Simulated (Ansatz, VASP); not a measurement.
**Cu in VASP and in Ansatz**

```
CELL_PARAMETERS angstrom
2.56407 0.00000 0.00000
-1.28203 2.22055 0.00000
0.00000 0.00000 8.37054
ATOMIC_POSITIONS crystal
Cu 0.66667 0.33333 0.75000
Cu 0.00000 0.00000 0.50000
Cu 0.33333 0.66667 0.25000
Cu 0.00000 0.00000 0.00000
```

This isn't the form of Cu at room conditions, which is fcc.

Alike in both runs: task single point; functional PBE; k mesh 12 × 12 × 4; occupations fermi-dirac, width 0.05 eV; no spin polarisation.

```csv
,VASP,Ansatz
version,VASP 6.6.1,Ansatz 0.2.0
potentials or method,"VASP PAW PBE potentials, release 64 (Cu)",Ansatz PAW
plane-wave cutoff (eV),520,420
valence electrons in the cell,44,76
```

Ansatz gave:

```
gap on the k mesh at the Fermi level (eV)       : none
pressure (GPa)                                  : 0.6
largest component of the traceless stress (GPa) : 0.33
```

**Question.** Estimate VASP's values.

**Answer.** gap on the k mesh at the Fermi level (eV): none; pressure (GPa): 1.1; largest component of the traceless stress (GPa): 0.38.

A gap of «none» marks a metal or a gap that the smearing closes. The two sets of potentials don't hold the same shells in valence.
